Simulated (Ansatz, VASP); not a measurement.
# BiN in two plane-wave programs, part 3 of 3

Wanted: the spread between two codes on one cell, functional and k mesh. The cell is generated by rule, not measured, and may not be a known phase. The cell is taken from a series of runs on this material, whose earlier steps may have relaxed, scaled, displaced or heated it; both programs get it as it stands.

VASP 6.6.1 and Ansatz 0.2.0.

So far: Starting point; Ansatz: zone-centre phonons, PBEsol; VASP: zone-centre phonons, PBEsol.

### Step 3. VASP: zone-centre phonons, PBEsol (continued)

Level of this step: PBEsol; plane waves and PAW (Bi_d, N); invented cell (VASP).

Numbers of over 12 decimals in the logs are rounded to 6 here.

Parts of OUTCAR (step 3):

```text
ion  position               nearest neighbor table
   1  0.936  0.000  0.751-   4 2.18   4 2.18   4 2.78   4 2.78   2 3.38   2 3.41
   2  0.064  0.000  0.249-   3 2.18   3 2.18   3 2.78   3 2.78   1 3.38   1 3.41
   3  0.680  0.500  0.252-   2 2.18   2 2.18   2 2.78   2 2.78
   4  0.320  0.500  0.748-   1 2.18   1 2.18   1 2.78   1 2.78

  LATTYP: Found a simple monoclinic cell.
 ALAT       =     3.6017366466
 B/A-ratio  =     0.9337756459
 C/A-ratio  =     1.8675139953
 COS(beta)  =    -0.0159005797

 Subroutine GETGRP returns: Found  4 space group operations
 (whereof  4 operations were pure point group operations)

The static configuration has the point symmetry C_2h.

 Found    224 irreducible k-points:

   k-points           NKPTS =    224   k-points in BZ     NKDIM =    224   number of bands    NBANDS=     26

   dimension x,y,z NGX =    30 NGY =   28 NGZ =   54
   dimension x,y,z NGXF=    60 NGYF=   56 NGZF=  108

   ENCUT  =  600.0 eV  44.10 Ry    6.64 a.u.   7.19  6.72 13.43*2*pi/ulx,y,z

   NELECT =      40.0000    total number of electrons

 k-points in reciprocal lattice and weights: Automatic mesh
   0.00000000  0.00000000  0.00000000       0.001
   0.10000000  0.00000000  0.00000000       0.003
   0.20000000  0.00000000  0.00000000       0.003
   0.30000000  0.00000000  0.00000000       0.003
   0.40000000  0.00000000  0.00000000       0.003
   0.50000000  0.00000000  0.00000000       0.001
   0.00000000  0.08333333  0.00000000       0.003
   0.10000000  0.08333333  0.00000000       0.006
   0.20000000  0.08333333  0.00000000       0.006
[...]
0.40000000  0.50000000  0.50000000       0.003
   0.50000000  0.50000000  0.50000000       0.001

 average (electrostatic) potential at core
       1-104.4699       2-104.4699       3 -62.2359       4 -62.2359

  Total        0.0503149      0.0683168     -0.0638126      0.0000000      0.0000000      0.0060298
  in kB        0.9895101      1.3435407     -1.2549592      0.0000000      0.0000000      0.1185841
  external PRESSURE =       0.3593639 kB  Pullay stress =       0.0000000 kB

  energy-cutoff  :      600.00
  volume of cell :       81.47
      direct lattice vectors                 reciprocal lattice vectors
     3.600764718  0.000000000  0.083667911     0.277466354  0.000000000  0.010863698
     0.000000000  3.363213964  0.000000000     0.000000000  0.297334636  0.000000000
    -0.263154347  0.000000000  6.721143899    -0.003454030  0.000000000  0.148648961

 POSITION                                       TOTAL-FORCE (eV/Angst)
 -----------------------------------------------------------------------------------
      3.17154      0.00000      5.12483        -0.033264      0.000000     -0.000465
      0.16607      0.00000      1.67998         0.033264     -0.000000      0.000465
      2.38128      1.68161      1.75234        -0.033965      0.000000     -0.000554
      0.95633      1.68161      5.05247         0.033965     -0.000000      0.000554
 -----------------------------------------------------------------------------------
    total drift:                                0.000000      0.000000     -0.000000

 Eigenvectors and eigenvalues of the dynamical matrix
 ----------------------------------------------------

   1 f  =   11.699570 THz    73.510564 2PiTHz  390.255635 cm-1    48.385510 meV
             X         Y         Z           dx          dy          dz
      3.171538  0.000000  5.124835     0.165319   -0.000000    0.001793
      0.166072  0.000000  1.679977    -0.165319   -0.000000   -0.001793
      2.381281  1.681607  1.752343     0.687355    0.000000    0.014498
      0.956329  1.681607  5.052469    -0.687355    0.000000   -0.014498

   2 f  =   11.539999 THz    72.507952 2PiTHz  384.932933 cm-1    47.725580 meV
             X         Y         Z           dx          dy          dz
      3.171538  0.000000  5.124835    -0.177002    0.000000   -0.002346
      0.166072  0.000000  1.679977    -0.177002   -0.000000   -0.002346
      2.381281  1.681607  1.752343     0.684496    0.000000    0.011390
      0.956329  1.681607  5.052469     0.684496   -0.000000    0.011390

   3 f  =   11.508779 THz    72.311791 2PiTHz  383.891547 cm-1    47.596464 meV
             X         Y         Z           dx          dy          dz
      3.171538  0.000000  5.124835    -0.000000   -0.159725   -0.000000
      0.166072  0.000000  1.679977    -0.000000    0.159725   -0.000000
      2.381281  1.681607  1.752343     0.000000   -0.688831    0.000000
      0.956329  1.681607  5.052469     0.000000    0.688831    0.000000

   4 f  =   11.141803 THz    70.006015 2PiTHz  371.650557 cm-1    46.078776 meV
             X         Y         Z           dx          dy          dz
      3.171538  0.000000  5.124835    -0.000000    0.177355   -0.000000
      0.166072  0.000000  1.679977    -0.000000    0.177355    0.000000
      2.381281  1.681607  1.752343     0.000000   -0.684504    0.000000
      0.956329  1.681607  5.052469     0.000000   -0.684504    0.000000

   5 f  =    4.455479 THz    27.994601 2PiTHz  148.618787 cm-1    18.426373 meV
             X         Y         Z           dx          dy          dz
      3.171538  0.000000  5.124835    -0.003210    0.000000   -0.028974
      0.166072  0.000000  1.679977     0.003210    0.000000    0.028974
      2.381281  1.681607  1.752343    -0.014052   -0.000000    0.706366
      0.956329  1.681607  5.052469     0.014052   -0.000000   -0.706366

   6 f  =    1.787071 THz    11.228496 2PiTHz   59.610262 cm-1     7.390727 meV
             X         Y         Z           dx          dy          dz
      3.171538  0.000000  5.124835     0.009855   -0.000000   -0.706446
      0.166072  0.000000  1.679977    -0.009855   -0.000000    0.706446
      2.381281  1.681607  1.752343     0.000083   -0.000000   -0.028931
      0.956329  1.681607  5.052469    -0.000083   -0.000000    0.028931

   7 f  =    0.401917 THz     2.525321 2PiTHz   13.406521 cm-1     1.662196 meV
             X         Y         Z           dx          dy          dz
      3.171538  0.000000  5.124835    -0.687432   -0.000000   -0.009561
      0.166072  0.000000  1.679977     0.687432    0.000000    0.009561
      2.381281  1.681607  1.752343     0.165367    0.000000   -0.000227
      0.956329  1.681607  5.052469    -0.165367   -0.000000    0.000227

   8 f  =    0.145269 THz     0.912750 2PiTHz    4.845643 cm-1     0.600783 meV
             X         Y         Z           dx          dy          dz
      3.171538  0.000000  5.124835     0.000000   -0.688831    0.000000
      0.166072  0.000000  1.679977    -0.000000    0.688831    0.000000
      2.381281  1.681607  1.752343    -0.000000    0.159725    0.000000
      0.956329  1.681607  5.052469     0.000000   -0.159725    0.000000

   9 f  =    0.014037 THz     0.088197 2PiTHz    0.468225 cm-1     0.058052 meV
             X         Y         Z           dx          dy          dz
      3.171538  0.000000  5.124835    -0.307985    0.000000    0.612791
      0.166072  0.000000  1.679977    -0.307985    0.000000    0.612791
      2.381281  1.681607  1.752343    -0.080077    0.000000    0.152380
      0.956329  1.681607  5.052469    -0.080077    0.000000    0.152380

  10 f/i=    0.002742 THz     0.017229 2PiTHz    0.091466 cm-1     0.011340 meV
             X         Y         Z           dx          dy          dz
      3.171538  0.000000  5.124835    -0.000000   -0.684504   -0.000000
      0.166072  0.000000  1.679977    -0.000000   -0.684504   -0.000000
      2.381281  1.681607  1.752343    -0.000000   -0.177355   -0.000000
      0.956329  1.681607  5.052469    -0.000000   -0.177355   -0.000000

  11 f/i=    0.005940 THz     0.037320 2PiTHz    0.198124 cm-1     0.024564 meV
             X         Y         Z           dx          dy          dz
      3.171538  0.000000  5.124835     0.611403   -0.000000    0.308370
      0.166072  0.000000  1.679977     0.611403   -0.000000    0.308370
      2.381281  1.681607  1.752343     0.157850   -0.000000    0.078598
      0.956329  1.681607  5.052469     0.157850   -0.000000    0.078598

  12 f/i=    1.854946 THz    11.654971 2PiTHz   61.874347 cm-1     7.671438 meV
             X         Y         Z           dx          dy          dz
      3.171538  0.000000  5.124835     0.001300   -0.000000   -0.171433
      0.166072  0.000000  1.679977     0.001300    0.000000   -0.171433
      2.381281  1.681607  1.752343    -0.011665    0.000000    0.685910
      0.956329  1.681607  5.052469    -0.011665   -0.000000    0.685910

 ELASTIC MODULI CONTR FROM IONIC RELAXATION (kBar)
 Direction    XX          YY          ZZ          XY          YZ          ZX
 --------------------------------------------------------------------------------
 XX       -1145.1632   -793.6005   -126.8724     -0.0000     -0.0000    -21.9084
 YY        -793.6005   -585.3747   -123.5920     -0.0000     -0.0000    -45.7015
 ZZ        -126.8724   -123.5920   -322.8293     -0.0000     -0.0000     24.4819
 XY          -0.0000     -0.0000     -0.0000  -3255.4881   -371.3896      0.0000
 YZ          -0.0000     -0.0000     -0.0000   -371.3896    -63.6961      0.0000
 ZX         -21.9084    -45.7015     24.4819      0.0000      0.0000    -38.9838
 --------------------------------------------------------------------------------
```

### Step 4. Differences

Known differences besides the potentials themselves: the cutoff is 420 eV in Ansatz and 600 eV in VASP; Ansatz makes its cores anew for this functional, VASP keeps those of its PBE data sets. Total energies have different zeros and are not compared.

Compared:

```tsv
quantity	Ansatz	VASP	difference
optical mode 1 (imaginary, printed as negative) (cm⁻¹)	-58.8	-61.9	+3.1
optical mode 2 (cm⁻¹)	1.7	4.8	-3.2
optical mode 3 (cm⁻¹)	15.3	13.4	+1.9
optical mode 4 (cm⁻¹)	59.6	59.6	-0.05 %
optical mode 5 (cm⁻¹)	148.8	148.6	+0.12 %
optical mode 6 (cm⁻¹)	369.6	371.7	-0.56 %
optical mode 7 (cm⁻¹)	380.8	383.9	-0.81 %
optical mode 8 (cm⁻¹)	382.3	384.9	-0.69 %
optical mode 9 (cm⁻¹)	389.7	390.3	-0.14 %
```

Modes are paired by rising frequency, not by their patterns, so a pair may set unlike modes beside each other; they are those without the splitting of longitudinal modes.

### Step 5. What came out

| Quantity | Value |
| --- | --- |
| r.m.s. difference of the optical zone-centre modes, each program's sorted by frequency (zone-centre phonons, PBEsol) | 2.2 cm⁻¹ |
| difference in optical mode 7 (zone-centre phonons, PBEsol) | -0.8 % |

The r.m.s. difference of the optical zone-centre modes, each program's sorted by frequency is 2.2 cm⁻¹ (zone-centre phonons, PBEsol). Among the rows given in per cent, the largest difference of the zone-centre phonons, PBEsol pair is in optical mode 7, -0.8 %. Such differences can come from data sets, numerical settings and the points named under the comparisons, not from the functional's error against experiment.

[Lines on the potential files, build, host, timing and source positions are cut from VASP's logs without a mark.]

[Logs are printed without paths, hosts, clocks, repeated set-up lines and the standing remarks that a program may print on its own settings, such as how far it seeks lower states.]

[Hosts, paths, dates, database ids (printed as entryN), source tags and the programs' standing remarks are cut or masked in the printed files.]
